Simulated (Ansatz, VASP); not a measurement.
# Two plane-wave programs on AlRu

Contents of INCAR:

```
SYSTEM = AlRu
PREC     = Accurate       ! precision mode
ENCUT    = 520            ! plane-wave cutoff, eV
EDIFF    = 1E-7           ! SCF threshold, eV
ISMEAR   = 0              ! smearing method
SIGMA    = 0.15           ! smearing width, eV
LREAL    = .False.        ! projectors in reciprocal space
LASPH    = .True.         ! aspherical terms in the spheres
NELM     = 80             ! most SCF steps
ALGO     = Fast           ! electronic algorithm
ISIF     = 2              ! what is computed and relaxed
LWAVE    = .False.        ! write WAVECAR
LCHARG   = .False.        ! write CHGCAR
GGA      = PE             ! functional
NBANDS   = 16             ! bands
```

The input KPOINTS:

```
regular mesh
0
Gamma
  12 12 12
  0 0 0
```

POSCAR

```
AlRu
1.0
    2.9878160756      0.0228650776     -0.0077376987
    0.0228650776      3.0098627912      0.0198863244
   -0.0077376987      0.0198863244      3.0020750620
Al Ru
1 1
Direct
    0.0554233016      0.0570247730     -0.1274970239
    0.4445766984      0.4429752270      0.6274970239
```

Input for Ansatz:

```yaml
crystal:
  lattice:
    - [2.9878160756, 0.0228650776, -0.0077376987]
    - [0.0228650776, 3.0098627912, 0.0198863244]
    - [-0.0077376987, 0.0198863244, 3.002075062]
  atoms:
    - { symbol: Al, position: [0.0554233016, 0.057024773, -0.1274970239] }
    - { symbol: Ru, position: [0.4445766984, 0.442975227, 0.6274970239] }
basis:
  ecutwfc: 420
kpoints:
  mp_grid: { grid: [12, 12, 12] }
hamiltonian:
  xc: pbe
scf:
  occupations: { method: gaussian, width: 0.15 }
output:
  forces: true
  stress: true
  eigenvalues: true
```

Change from the starting cell: all atoms moved at random, sigma 0.4 Å a component, cell strained at random, sigma 0.01.

Alike in both runs: task single point; functional PBE; k mesh 12 × 12 × 12; occupations gaussian, width 0.15 eV; no spin polarisation.

|  | VASP | Ansatz |
| --- | --- | --- |
| version | VASP 6.6.1 | Ansatz 0.2.0 |
| potentials or method | VASP PAW PBE potentials, release 64 (Al, Ru_pv) | scalar-relativistic, plane waves, PAW |
| plane-wave cutoff (eV) | 520 | 420 |
| valence electrons in the cell | 17 | 19 |

VASP gave:

```
gap on the k mesh at the Fermi level (eV)       : none
pressure (GPa)                                  : 69.8
largest component of the traceless stress (GPa) : 49.35
rms of the force components (eV/Å)              : 9.828
```

Task: Which values does Ansatz return?

Result: gap on the k mesh at the Fermi level (eV): none; pressure (GPa): 69.2; largest component of the traceless stress (GPa): 48.85; rms of the force components (eV/Å): 9.741.

Atom by atom the forces differ by 0.088 eV/Å (rms over components). A gap of «none» marks a metal or a gap that the smearing closes. The functional is the same, so the differences come from potentials, cutoffs and numerics. The two sets of potentials don't hold the same shells in valence.

Caveats: the cell as given lies far from equilibrium; so large a pressure means that the cell lies far from this level's equilibrium, or that cutoff or potentials fall short (VASP); forces of over 1 eV/Å show positions far from the minimum, so gaps and moduli don't describe the material at rest.
